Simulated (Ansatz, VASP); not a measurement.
## Au in VASP and in Ansatz

The input INCAR:

```
SYSTEM = Au
ALGO     = Normal         ! electronic algorithm
EDIFF    = 1E-7           ! SCF threshold, eV
ENCUT    = 520            ! plane-wave cutoff, eV
ISIF     = 2              ! what is computed and relaxed
ISMEAR   = -1             ! smearing method
LASPH    = .True.         ! aspherical terms in the spheres
LCHARG   = .True.         ! write CHGCAR
LELF     = .True.         ! ELF
LREAL    = .False.        ! projectors in reciprocal space
LVHAR    = .True.       
LWAVE    = .False.        ! write WAVECAR
NBANDS   = 18             ! bands
NELM     = 100            ! most SCF steps
PREC     = Accurate       ! precision mode
SIGMA    = 0.05           ! smearing width, eV
```

KPOINTS

```
k-points
0
Gamma
  11 11 6
  0 0 0
```

The input POSCAR:

```
Au
1.0
    1.4389897367     -2.6060620855      0.0000000000
    1.4389897367      2.6060620855      0.0000000000
    0.0000000000      0.0000000000      4.9891384766
Au
2
Direct
    0.3346720300      0.6653279700      0.2500000000
    0.6653279700      0.3346720300      0.7500000000
```

The input input.yaml:

```yaml
crystal:
  lattice:
    - [1.4389897367, -2.6060620855, 0.0]
    - [1.4389897367, 2.6060620855, 0.0]
    - [0.0, 0.0, 4.9891384766]
  atoms:
    - { symbol: Au, position: [0.33467203, 0.66532797, 0.25] }
    - { symbol: Au, position: [0.66532797, 0.33467203, 0.75] }
kpoints:
  mp_grid: { grid: [11, 11, 6] }
scf:
  occupations: { method: fermi_dirac, width: 0.05 }
hamiltonian:
  xc: lda
  pseudopotentials: { kind: all_electron, lapw: { basis_error: 0.001 } }
output:
  forces: true
  stress: true
  eigenvalues: true
```

Change from the starting cell: volume scaled by 1.06.

Alike in both runs: task single point; functional LDA; k mesh 11 × 11 × 6; occupations fermi-dirac, width 0.05 eV; no spin polarisation.

```csv
,VASP,Ansatz
version,VASP 6.6.1,Ansatz 0.2.0
potentials or method,"VASP PAW LDA potentials, release 64 (Au)","all-electron LAPW, scalar-relativistic"
plane-wave cutoff (eV),520,see its input
```

Ansatz gave:

| Quantity | Value |
| --- | --- |
| gap on the k mesh at the Fermi level (eV) | none |
| pressure (GPa) | -16.1 |
| largest component of the traceless stress (GPa) | 1.31 |
| rms of the force components (eV/Å) | 0.004 |

Problem. Which values does VASP return?

Solution. gap on the k mesh at the Fermi level (eV): none; pressure (GPa): -15.8; largest component of the traceless stress (GPa): 1.40; rms of the force components (eV/Å): 0.003.

Atom by atom the forces differ by 0.001 eV/Å (rms over components). A gap of «none» marks a metal or a gap that the smearing closes. Ansatz ran all-electron here, so the differences hold the error of VASP's frozen core and of both bases.

Caveats: so large a pressure means that the cell lies far from this level's equilibrium, or that cutoff or potentials fall short (VASP). The runs have no spin-orbit coupling, so splittings on Au are missing.
